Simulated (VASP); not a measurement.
# InP (F-43m) in VASP: notebook, part 3 of 3

VASP 6.6.1.

## (6) Dielectric tensor, PBE

INCAR reads:

```
SYSTEM = InP
PREC = Accurate
ENCUT = 250
EDIFF = 1E-8
ISMEAR = 0
SIGMA = 0.01
LREAL = .False.
LASPH = .True.
NELM = 100
ALGO = Normal
ISIF = 2
LWAVE = .False.
LCHARG = .False.
GGA = PE
LEPSILON = .True.
```

KPOINTS reads:

```
regular mesh
0
Gamma
  8 8 8
  0 0 0
```

POSCAR reads:

```
InP
1.0
    0.0000000000      2.9305000000      2.9305000000
    2.9305000000      0.0000000000      2.9305000000
    2.9305000000      2.9305000000      0.0000000000
In P
1 1
Direct
    0.0000000000      0.0000000000      0.0000000000
    0.7500000000      0.7500000000      0.7500000000
```

Potentials or basis: VASP PAW PBE potentials, release 64 (In_d, P).

On the command line:

```bash
> cat potpaw_PBE.64/In_d/POTCAR potpaw_PBE.64/P/POTCAR > POTCAR
> mpirun -np 1 vasp_std > vasp.out
```

OUTCAR:

```text
SYSTEM = InP
   PREC = Accurate
   ENCUT = 250
   EDIFF = 1E-8
   ISMEAR = 0
   LREAL = .False.
   LASPH = .True.
   NELM = 100
   ISIF = 2
   GGA = PE
   LEPSILON = .True.

 Found     29 irreducible k-points:

 Following reciprocal coordinates:
            Coordinates               Weight
  0.000000  0.000000  0.000000      1.000000
  0.125000  0.000000  0.000000      8.000000
  0.250000  0.000000  0.000000      8.000000
  0.375000  0.000000  0.000000      8.000000
  0.500000  0.000000  0.000000      4.000000
  0.125000  0.125000  0.000000      6.000000
   k-points           NKPTS =     29   k-points in BZ     NKDIM =     29   number of bands    NBANDS=     13
   number of dos      NEDOS =    301   number of ions     NIONS =      2
   total plane-waves  NPLWV =  13824
   dimension x,y,z NGX =    24 NGY =   24 NGZ =   24
   dimension x,y,z NGXF=    48 NGYF=   48 NGZF=   48
   ions per type =               1   1
   NGX,Y,Z   is equivalent  to a cutoff of   9.63,  9.63,  9.63 a.u.
   NGXF,Y,Z  is equivalent  to a cutoff of  19.25, 19.25, 19.25 a.u.
 SYSTEM =  InP
   PREC   = accura    normal or accurate (medium, high low for compatibility)
   ISTART =      0    job   : 0-new  1-cont  2-samecut
   ICHARG =      2    charge: 1-file 2-atom 10-const
   ISPIN  =      1    spin polarized calculation?
   LNONCOLLINEAR =      F non collinear calculations
   LSORBIT =      F    spin-orbit coupling
   LASPH  =      T    aspherical Exc in radial PAW
   ENCUT  =  250.0 eV  18.37 Ry    4.29 a.u.   5.34  5.34  5.34*2*pi/ulx,y,z
   NELM   =    100;   NELMIN=  2; NELMDL= -5     # of ELM steps
   EDIFF  = 0.1E-07   stopping-criterion for ELM
   LREAL  =      F    real-space projection
   EDIFFG = 0.1E-06   stopping-criterion for IOM
   NSW    =      0    number of steps for IOM
   IBRION =     -1    ionic relax: 0-MD 1-quasi-New 2-CG
   NFREE  =      0    steps in history (QN), initial steepest desc. (CG)
   ISIF   =      2    stress and relaxation
   ISYM   =      2    0-nonsym 1-usesym 2-fastsym
   POTIM  = 0.5000    time-step for ionic-motion
   TEBEG  =    0.0;   TEEND  =   0.0 temperature during run
   PSTRESS=    0.0 pullay stress
   NELECT =      18.0000    total number of electrons
   NUPDOWN=      -1.0000    fix difference up-down
   EMIN   =  10.00;   EMAX   =-10.00  energy-range for DOS
   EFERMI =   0.00;   METHOD = LEGACY
   ISMEAR =     0;   SIGMA  =   0.01  broadening in eV -4-tet -1-fermi 0-gaus
   EFERMI_NEDOS =   21; number of points for ismear=-14 and -15
   IALGO  =     38    algorithm
   IMIX   =      4    mixing-type and parameters
     AMIX     =   0.40;   BMIX     =  1.00
     AMIX_MAG =   1.60;   BMIX_MAG =  1.00
  volume/ion in A,a.u.               =      25.17       169.83
  Fermi-wavevector in a.u.,A,eV,Ry     =   1.162021  2.195901 18.371846  1.350293
  Thomas-Fermi vector in A             =   2.298587
   LORBIT       =      0    0 simple, 1 ext, 2 COOP (PROOUT), +10 PAW based schemes
   GGA     = PE    functional components
   LHFCALC =     F    Hartree Fock is set to
   AEXX    =    0.0000 exact exchange contribution
   IVDW    =     0    specifies the selected vdW correction
   LEPSILON=     T    determine dielectric tensor
   LRPA    =     F    only Hartree local field effects (RPA)
 non-spin polarized calculation
 Gauss-broadening in eV      SIGMA  =   0.01
  energy-cutoff  :      250.00
[... 111 lines left out ...]

 [... further k-points ...]

  FORCE on cell =-STRESS in cart. coord.  units (eV):
  Direction    XX          YY          ZZ          XY          YZ          ZX
  --------------------------------------------------------------------------------------
  -------------------------------------------------------------------------------------
  Total        0.9225469      0.9225469      0.9225469     -0.0000000      0.0000000     -0.0000000
  in kB       29.3659385     29.3659385     29.3659385     -0.0000000      0.0000000     -0.0000000
  external PRESSURE =      29.3659385 kB  Pullay stress =       0.0000000 kB

 VOLUME and BASIS-vectors are now :
 -----------------------------------------------------------------------------
  energy-cutoff  :      250.00
  volume of cell :       50.33
      direct lattice vectors                 reciprocal lattice vectors
     0.000000000  2.930500000  2.930500000    -0.170619348  0.170619348  0.170619348
     2.930500000  0.000000000  2.930500000     0.170619348 -0.170619348  0.170619348
     2.930500000  2.930500000  0.000000000     0.170619348  0.170619348 -0.170619348

 POSITION                                       TOTAL-FORCE (eV/Angst)
 -----------------------------------------------------------------------------------
      0.00000      0.00000      0.00000         0.000000      0.000000      0.000000
      4.39575      4.39575      4.39575        -0.000000     -0.000000     -0.000000
 -----------------------------------------------------------------------------------
    total drift:                               -0.000002     -0.000002     -0.000002

  FREE ENERGIE OF THE ION-ELECTRON SYSTEM (eV)
  ---------------------------------------------------
  free  energy   TOTEN  =        -8.3742440074 eV

  energy  without entropy=       -8.3742440074  energy(sigma->0) =       -8.37424401

 HEAD OF MICROSCOPIC STATIC DIELECTRIC TENSOR (INDEPENDENT PARTICLE, excluding Hartree and local field effects)
 ------------------------------------------------------
          15.131668     0.000000    -0.000000
           0.000000    15.131668     0.000000
          -0.000000     0.000000    15.131668
 ------------------------------------------------------

 Free energy of the ion-electron system (eV)
  ---------------------------------------------------
  ---------------------------------------------------
  free energy    TOTEN  =        -2.03258145 eV

  energy without entropy =       -2.03258145

------------------------ aborting loop because EDIFF is reached ----------------------------------------

--------------------------------------- Ionic step        2  -------------------------------------------

------------------------ aborting loop because EDIFF is reached ----------------------------------------

--------------------------------------- Ionic step        3  -------------------------------------------

 Free energy of the ion-electron system (eV)
  ---------------------------------------------------
  ---------------------------------------------------
  free energy    TOTEN  =        -2.03258203 eV

  energy without entropy =       -2.03258203

------------------------ aborting loop because EDIFF is reached ----------------------------------------

 PIEZOELECTRIC TENSOR FIELD DIRECTION 3  (e Angst)
 -----------------------------------------------------------------------------
    -0.00054  2.71549  0.00000           (  0.00000  0.03260  0.00000)
     2.71549 -0.00054  0.00000           (  0.03260  0.00000  0.00000)
     0.00000  0.00000 -0.00101           (  0.00000  0.00000 -0.00000)

 PIEZOELECTRIC TENSOR FIELD DIRECTION 3  (C/m^2)
 -----------------------------------------------------------------------------
    -0.00017  0.86438  0.00000
     0.86438 -0.00017  0.00000
     0.00000  0.00000 -0.00032

 MACROSCOPIC STATIC DIELECTRIC TENSOR (including local field effects in DFT)
 ------------------------------------------------------
          14.721421    -0.000000     0.000000
           0.000000    14.721421     0.000000
          -0.000000     0.000000    14.721421
 ------------------------------------------------------

 PIEZOELECTRIC TENSOR (including local field effects)  for field in x, y, z        (e  Angst)
          XX          YY          ZZ          XY          YZ          ZX
  --------------------------------------------------------------------------------
  x     0.00000     0.00000     0.00000    -0.00000     2.72482     0.00000
  y     0.00000     0.00000     0.00000     0.00000    -0.00000     2.72482
  z     0.00000     0.00000     0.00000     2.72482     0.00000    -0.00000

 PIEZOELECTRIC TENSOR (including local field effects)  for field in x, y, z        (C/m^2)
          XX          YY          ZZ          XY          YZ          ZX
  --------------------------------------------------------------------------------
  x     0.00000     0.00000     0.00000    -0.00000     0.86735     0.00000
  y     0.00000     0.00000     0.00000     0.00000    -0.00000     0.86735
  z     0.00000     0.00000     0.00000     0.86735     0.00000    -0.00000

 BORN EFFECTIVE CHARGES (including local field effects) (in |e|, cummulative output)
 ---------------------------------------------------------------------------------
 ion    1
    1     2.63696     0.00000     0.00000
    2    -0.00000     2.63696     0.00000
    3     0.00000    -0.00000     2.63696
 ion    2
    1    -2.63696    -0.00000    -0.00000
    2     0.00000    -2.63696    -0.00000
    3     0.00000     0.00000    -2.63696
```

stdout:

```text
POSCAR found type information on POSCAR InP
 POSCAR found :  2 types and       2 ions
 scaLAPACK will be used
 LDA part: xc-table for (Slater+PW92), standard interpolation
 POSCAR, INCAR and KPOINTS ok, starting setup
 FFT: planning ... GRIDC
 FFT: planning ... GRID_SOFT
 FFT: planning ... GRID
 WAVECAR not read
 entering main loop
 Linear response reoptimize wavefunctions to high precision
 Linear response G [H, r] |phi>, progress :
  Direction:   1
 Linear response G [H, r] |phi>, progress :
  Direction:   2
 Linear response G [H, r] |phi>, progress :
  Direction:   3
 Linear response to external field (no local field effect), progress :
  Direction:   1
 dielectric tensor                  component  1 :    17.197     6.983     1.852
 Linear response to external field (no local field effect), progress :
  Direction:   2
 dielectric tensor                  component  2 :     6.982    17.691    -2.227
 Linear response to external field (no local field effect), progress :
  Direction:   3
 dielectric tensor                  component  3 :     1.857    -2.229    10.507
 Linear response to external field, progress :
  Direction:   1
 dielectric tensor                  component  1 :    14.721     3.442     1.393
 Linear response to external field, progress :
  Direction:   2
 dielectric tensor                  component  2 :     3.364    14.721     1.272
 Linear response to external field, progress :
  Direction:   3
 dielectric tensor                  component  3 :     2.689     2.144    14.721
 Born effective charges drift removed
```

Wall time 57 s (1 thread of Intel Xeon 6975P-C (Granite Rapids), shared host); peak memory 0.18 GiB.

The run converged, but a check on its numbers failed (symmetry, net force, bounds or a known fault of this set-up), so they aren't taken as properties of the crystal.

Caveat: the cutoff lies under the usual one of these potentials, so the numbers hold a large basis-set error; spin-orbit coupling is left out, which moves the levels of the heavy elements.

## (7) For comparison

An earlier run on the cell as given: functional PBEsol; potentials or basis VASP PAW PBE potentials, release 64 (In_d, P); cutoff 520 eV; k mesh 8 × 8 × 8; occupations fermi-dirac, width 0.05 eV; no spin polarisation.

* Pressure: 0.6 GPa
* Band gap on the k mesh: 0.61 eV, direct
